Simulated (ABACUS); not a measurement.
# Cr (Im-3m) in ABACUS: further runs

One crystal, Cr, is run at these levels: RPBE, B86bPBE; tasks: single point.

Everything below comes from runs of ABACUS 3.10.1. Logs are shortened: lines on timing, memory, paths and dates and some standing lists are left out, and cuts for length are marked.

## 1. The structure

Symmetry: Im-3m, No. 229, cubic system. Conventional cell: a = 2.969 Å, b = 2.969 Å, c = 2.969 Å, α = 90.00°, β = 90.00°, γ = 90.00°. Around Cr (site symmetry m-3m) lie 8 Cr at 2.57 Å.

## 2. Single point, RPBE, collinear spin, ferromagnetic start

Contents of INPUT:

```
INPUT_PARAMETERS
suffix              Cr
calculation         scf
basis_type          pw
pseudo_dir          ./
symmetry            1
dft_functional      GGA_X_RPBE+GGA_C_PBE
ecutwfc             121
pseudo_rcut         10
nspin               2
nbands              19
ks_solver           dav
smearing_method     fd
smearing_sigma      0.00367493
scf_thr             1e-08
scf_nmax            100
mixing_type         broyden
mixing_beta         0.4
cal_force           1
cal_stress          1
out_chg             1
kpar                4
```

Contents of STRU:

```
ATOMIC_SPECIES
Cr 51.9961 Cr.upf

LATTICE_CONSTANT
1.8897261246

LATTICE_VECTORS
-1.4844496776 1.4844496776 1.4844496776
1.4844496776 -1.4844496776 1.4844496776
1.4844496776 1.4844496776 -1.4844496776

ATOMIC_POSITIONS
Direct

Cr
0.0
1
0.0000000000 0.0000000000 0.0000000000 1 1 1 mag 3
```

Contents of KPT:

```
K_POINTS
0
Gamma
10 10 10 0 0 0
```

Potentials or basis: PseudoDojo NC SR 0.5 PBE stringent, plane waves.

The run is started by

```console
OMP_NUM_THREADS=1 mpirun -np 4 abacus > log
```

running log:

```text
ABACUS v3.10.1

               Atomic-orbital Based Ab-initio Computation at UStc

 ------------------------------------------------------------------------------------

 READING GENERAL INFORMATION
                           global_out_dir = OUT.Cr/
                           global_in_card = INPUT
                               pseudo_dir = ./
                              orbital_dir =
                                    DSIZE = 4
                                    GSIZE = 1

 READING UNITCELL INFORMATION
                                    ntype = 1
                  lattice constant (Bohr) = 1.88973
              lattice constant (Angstrom) = 1

 READING ATOM TYPE 1
                               atom label = Cr
                      L=0, number of zeta = 1
                      L=1, number of zeta = 1
                      L=2, number of zeta = 1
             number of atom for this type = 1
               magnetization of element 1 = 3

                        TOTAL ATOM NUMBER = 1
DIRECT COORDINATES
    atom                   x                   y                   z     mag                  vx                  vy                  vz
taud_Cr1            0.0000000000        0.0000000000        0.0000000000  3.0000        0.0000000000        0.0000000000        0.0000000000

                          Volume (Bohr^3) = 88.2984
                             Volume (A^3) = 13.0845

 Lattice vectors: (Cartesian coordinate: in unit of a_0)
             -1.48445            +1.48445            +1.48445
             +1.48445            -1.48445            +1.48445
             +1.48445            +1.48445            -1.48445
 Reciprocal vectors: (Cartesian coordinate: in unit of 2 pi/a_0)
                   +0           +0.336825           +0.336825
            +0.336825                  +0           +0.336825
            +0.336825           +0.336825                  +0
 The esolver type has been set to : ksdft_pw

                PAO radial cut off (Bohr) = 10

 Read in pseudopotential file is Cr.upf
                     pseudopotential type = NC
          exchange-correlation functional = PBE
                 nonlocal core correction = 1
                        valence electrons = 14
                                     lmax = 2
                           number of zeta = 4
                     number of projectors = 6
                           L of projector = 0
                           L of projector = 0
                           L of projector = 1
                           L of projector = 1
                           L of projector = 2
                           L of projector = 2
 XC functional updated to : GGA_X_RPBE+GGA_C_PBE
          exchange-correlation functional = GGA_X_RPBE+GGA_C_PBE
     initial pseudo atomic orbital number = 10
 The readin total magnetization is 3

 SETUP THE ELECTRONS NUMBER
            electron number of element Cr = 14
      total electron number of element Cr = 14
            AUTOSET number of electrons:  = 14
                           occupied bands = 7
                                   NBANDS = 19
                                   NLOCAL = 9

%%%%%%%%%%%%%%%%%%%%%%%%%%%%%%%%%%%%%%%%%%%%%%%%%%%%%%%%%%%%%%%%%%%%%%%%%%%%%%%%%%%%%%%%%%%%%%%%%%%%%%%%%%
 Warning: the number of valence electrons in pseudopotential > 6 for Cr: [Ar] 3d5 4s1
 Pseudopotentials with additional electrons can yield (more) accurate outcomes, but may be less efficient.
 If you're confident that your chosen pseudopotential is appropriate, you can safely ignore this warning.
%%%%%%%%%%%%%%%%%%%%%%%%%%%%%%%%%%%%%%%%%%%%%%%%%%%%%%%%%%%%%%%%%%%%%%%%%%%%%%%%%%%%%%%%%%%%%%%%%%%%%%%%%%

 SETUP THE PLANE WAVE BASIS
 energy cutoff for charge/potential (unit:Ry) = 484
            fft grid for charge/potential = [ 36, 36, 36 ]
                        fft grid division = [ 1, 1, 1 ]
        big fft grid for charge/potential = [ 36, 36, 36 ]
                                     nbxx = 46656
                                     nrxx = 46656

 SETUP PLANE WAVES FOR CHARGE/POTENTIAL
                    number of plane waves = 15707
                         number of sticks = 845

 PARALLEL PW FOR CHARGE/POTENTIAL
     PROC   COLUMNS(POT)             PW
        1            845          15707
 --------------- sum -------------------
        1            845          15707
                            number of |g| = 178
                                  max |g| = 43.5653
                                  min |g| = 0

----------- Double Check Mixing Parameters Begin ------------
mixing_type: broyden
mixing_beta: 0.4
mixing_gg0: 1
mixing_gg0_min: 0.1
mixing_beta_mag: 1.6
mixing_gg0_mag: 0
mixing_ndim: 8
----------- Double Check Mixing Parameters End ------------

 LATTICE VECTORS: (CARTESIAN COORDINATE: IN UNIT OF A0)
             -1.48445            +1.48445            +1.48445
             +1.48445            -1.48445            +1.48445
             +1.48445            +1.48445            -1.48445
                       right hand lattice = 1
                                   NORM_A = 2.57114
                                   NORM_B = 2.57114
                                   NORM_C = 2.57114
                           ALPHA (DEGREE) = 109.471
                           BETA  (DEGREE) = 109.471
                           GAMMA (DEGREE) = 109.471

 The lattice vectors have been changed (STRU_SIMPLE.cif)

(for optimal symmetric configuration:)
                             BRAVAIS TYPE = 2
                     BRAVAIS LATTICE NAME = 02. Cubic I (body-centered)
                                    ibrav = 2
                                    IBRAV = 2
                                  BRAVAIS = BODY CENTERED CUBIC
                       LATTICE CONSTANT A = 2.9689
Original cell was already a primitive cell.
                        ROTATION MATRICES = 48
              PURE POINT GROUP OPERATIONS = 48
                   SPACE GROUP OPERATIONS = 48
                              POINT GROUP = O_h
               POINT GROUP IN SPACE GROUP = O_h

 SETUP K-POINTS
                                    nspin = 2
                   Input type of k points = Monkhorst-Pack(Gamma)
                                   nkstot = 1000
                       right hand lattice = 1
(for reciprocal lattice: )
                             BRAVAIS TYPE = 3
                     BRAVAIS LATTICE NAME = 03. Cubic F (face-centered)
                                    ibrav = 3
                       right hand lattice = 1
(for k-lattice: )
                             BRAVAIS TYPE = 3
                     BRAVAIS LATTICE NAME = 03. Cubic F (face-centered)
                                    ibrav = 3
                       right hand lattice = 1
                        ROTATION MATRICES = 48
                               nkstot_ibz = 47
K-POINTS REDUCTION ACCORDING TO SYMMETRY
     IBZ    DIRECT_X    DIRECT_Y    DIRECT_Z  WEIGHT  ibz2bz
       1  0.00000000  0.00000000  0.00000000  0.0010       0
       2 -0.10000000  0.10000000  0.00000000  0.0120       1
       3 -0.20000000  0.20000000  0.00000000  0.0120       2
       4 -0.30000000  0.30000000  0.00000000  0.0120       3
       5 -0.40000000  0.40000000  0.00000000  0.0120       4
       6  0.50000000  0.50000000  0.00000000  0.0060       5
[... 22 lines left out ...]
      29  0.50000000  0.40000000  0.20000000  0.0480     156
      30  0.50000000  0.30000000  0.30000000  0.0240     157
[... 17 further k points ...]

                               nkstot now = 47
[... K-POINTS DIRECT COORDINATES: 47 rows ...]

           k-point number in this process = 12
       minimum distributed K point number = 11
[... stars of the k points ...]
                             nks(nspin=2) = 24
                          nkstot(nspin=2) = 94

[... K-POINTS CARTESIAN COORDINATES: 24 rows ...]

[... K-POINTS DIRECT COORDINATES: 24 rows ...]

 SETUP PLANE WAVES FOR WAVE FUNCTIONS
     energy cutoff for wavefunc (unit:Ry) = 121
              fft grid for wave functions = [ 36, 36, 36 ]
                    number of plane waves = 2899
                         number of sticks = 277

 PARALLEL PW FOR WAVE FUNCTIONS
     PROC   COLUMNS(POT)             PW
        1            277           2899
 --------------- sum -------------------
        1            277           2899

 SETUP NONLOCAL PSEUDOPOTENTIALS IN PLANE WAVE BASIS
 Cr non-local projectors:
 projector 1 L=0
 projector 2 L=0
 projector 3 L=1
 projector 4 L=1
 projector 5 L=2
 projector 6 L=2
      TOTAL NUMBER OF NONLOCAL PROJECTORS = 18

 Init Non-Local PseudoPotential table :
 Init Non-Local-Pseudopotential done.

                                     npwx = 1998

 Make real space PAO into reciprocal space.
       max mesh points in Pseudopotential = 1001
     dq(describe PAO in reciprocal space) = 0.01
                                    max q = 1324

 number of pseudo atomic orbitals for Cr is 4
WARNING: norm of atomic wavefunction # 3 of atomic type Cr is 0.999955, renormalized
WARNING: norm of atomic wavefunction # 4 of atomic type Cr is 0.999517, renormalized

 -------------------------------------------
 SELF-CONSISTENT
 -------------------------------------------
                                 init_chg = atomic

 PW ALGORITHM --------------- ION=   1  ELEC=   1--------------------------------
          total magnetism (Bohr mag/cell) = 1.01117
       absolute magnetism (Bohr mag/cell) = 1.02508
                        nelec for spin up = 7.50559
                      nelec for spin down = 6.49441

 Density error is 0.48834157491
                          Error Threshold = 0.01
----------------------------------------------------------
     Energy           Rydberg                 eV
----------------------------------------------------------
 E_KohnSham     -182.1678972443      -2478.5213952011
 E_Harris       -188.5784702259      -2565.7417151951
 E_Fermi        1.3923936077         18.9444869229
----------------------------------------------------------

 PW ALGORITHM --------------- ION=   1  ELEC=   2--------------------------------
          total magnetism (Bohr mag/cell) = -0.0020974632378
       absolute magnetism (Bohr mag/cell) = 0.126458246874
                        nelec for spin up = 6.99895126838
                      nelec for spin down = 7.00104873162
[... 107 lines left out ...]
 PW ALGORITHM --------------- ION=   1  ELEC=   9--------------------------------
          total magnetism (Bohr mag/cell) = 0.000265719431027
       absolute magnetism (Bohr mag/cell) = 0.000265982101598
                        nelec for spin up = 7.00013285972
                      nelec for spin down = 6.99986714028

 Density error is 7.07291730791e-09
                          Error Threshold = 3.61381373315e-10
----------------------------------------------------------
     Energy           Rydberg                 eV
----------------------------------------------------------
 E_KohnSham     -182.2953424343      -2480.2553759683
 E_KS(sigma->0) -182.2950572706      -2480.2514961159
 E_Harris       -182.2955828527      -2480.2586470280
 E_band         -13.1073820289       -178.3350814556
 E_one_elec     -63.0290274489       -857.5539127032
 E_Hartree      38.7724900284        527.5267900341
 E_xc           -30.9013268471       -420.4341208810
 E_Ewald        -127.1369078392      -1729.7863727134
 E_entropy(-TS) -0.0005703276        -0.0077597048
 E_descf        0.0000000000         0.0000000000
 E_exx          0.0000000000         0.0000000000
 E_Fermi        1.2505928391         17.0151884904
----------------------------------------------------------

 charge density convergence is achieved
 final etot is -2480.255376 eV
 EFERMI = 17.01518849 eV

 STATE ENERGY(eV) AND OCCUPATIONS    NSPIN == 2
SPIN UP :
 1/12 kpoint (Cartesian) = 0.0000 0.0000 0.0000 (1985 pws)
       1       -55.0181     0.00100000
       2       -25.9539     0.00100000
       3       -25.9539     0.00100000
       4       -25.9539     0.00100000
       5        9.54508     0.00100000
       6        16.2143     0.00100000
[... 11 lines left out ...]
      18        47.3762        0.00000
      19        48.5957        0.00000
[... 85 lines left out ...]
 6/12 kpoint (Cartesian) = 0.16841 0.16841 0.33683 (1966 pws)
       1       -54.8930     0.00600000
       2       -26.5661     0.00600000
       3       -26.1519     0.00600000
       4       -25.9561     0.00600000
       5        13.1098     0.00600000
       6        14.9117     0.00600000
[... 11 lines left out ...]
      18        54.1218        0.00000
      19        60.2423        0.00000

[... levels at 18 further k points ...]

------------------------------------------------------------------------------------------
 TOTAL-FORCE (eV/Angstrom)
------------------------------------------------------------------------------------------
                       Cr1         0.0000000000         0.0000000000         0.0000000000
------------------------------------------------------------------------------------------

----------------------------------------------------------------
 TOTAL-STRESS (KBAR)
----------------------------------------------------------------
      -208.2949017204         0.0000000000         0.0000000000
         0.0000000000      -208.2949017204        -0.0000000000
        -0.0000000000        -0.0000000000      -208.2949017204
----------------------------------------------------------------
 TOTAL-PRESSURE: -208.294902 KBAR

 --------------------------------------------
 !FINAL_ETOT_IS -2480.2553759682823511 eV
 --------------------------------------------
```

It took 16 s on 4 MPI ranks of Intel Xeon Platinum 8488C (Sapphire Rapids), shared host; peak memory 0.36 GiB.

What came out:

* Free energy: -2480.2554 eV
* Pressure: -20.8 GPa
* Band gap on the k mesh: none (metal or under the smearing width)
* Net moment: 0.00 μB per cell
* Absolute moment: 0.00 μB per cell

Caveat: the starting moments collapsed, and a magnetic state may lie lower; so large a pressure means that the cell lies far from this level's equilibrium, or that cutoff or potentials fall short; the potentials were made for another functional, which shifts forces and pressure.

## 3. Single point, B86bPBE, collinear spin, ferromagnetic start

Changes to INPUT since step 2:

```diff
@@ -6,4 +6,4 @@
 symmetry            1
-dft_functional      GGA_X_RPBE+GGA_C_PBE
-ecutwfc             121
+dft_functional      GGA_X_B86_MGC+GGA_C_PBE
+ecutwfc             95
 pseudo_rcut         10
```

STRU is that of step 2.

KPT is that of step 2.

Potentials or basis: PseudoDojo NC SR 0.5 PBE standard, plane waves.

The run is started by

```console
OMP_NUM_THREADS=1 mpirun -np 4 abacus > log
```

Run time: 4.7 s. Hardware: 4 MPI ranks of Intel Xeon 6975P-C (Granite Rapids), shared host; peak memory 0.32 GiB.

It converged, with:

```
Free energy            : -2422.8854 eV
Pressure               : -24.1 GPa
Band gap on the k mesh : none (metal or under the smearing width)
Net moment             : 0.00 μB per cell
Absolute moment        : 0.00 μB per cell
```

Levels at points of the mesh, in eV from the Fermi level:
Spin up:
```
           k point  band 5  band 6  band 7  band 8  band 9  band 10
(0.00, 0.00, 0.00)   -7.48   -0.81   -0.81   -0.81    0.96     0.96
(0.50, 0.50, 0.00)   -3.92   -2.12    0.79    0.93    1.23     2.37
(0.50, 0.50, 0.50)   -3.67   -3.67    2.04    2.04    2.04     9.46
```
Spin down:
| k point | band 3 | band 4 | band 5 | band 6 | band 7 | band 8 | band 9 | band 10 | band 11 | band 12 |
| --- | --- | --- | --- | --- | --- | --- | --- | --- | --- | --- |
| (0.00, 0.00, 0.00) | -42.95 | -42.95 | -7.48 | -0.81 | -0.81 | -0.81 | 0.96 | 0.96 | 21.33 | 21.33 |
| (0.50, 0.50, 0.00) | -43.15 | -42.95 | -3.92 | -2.12 | 0.79 | 0.93 | 1.23 | 2.37 | 8.48 | 16.14 |
| (0.50, 0.50, 0.50) | -43.38 | -43.38 | -3.67 | -3.67 | 2.04 | 2.04 | 2.04 | 9.46 | 9.46 | 9.46 |

Caveat: the starting moments collapsed, and a magnetic state may lie lower; so large a pressure means that the cell lies far from this level's equilibrium, or that cutoff or potentials fall short; the potentials were made for another functional, which shifts forces and pressure.
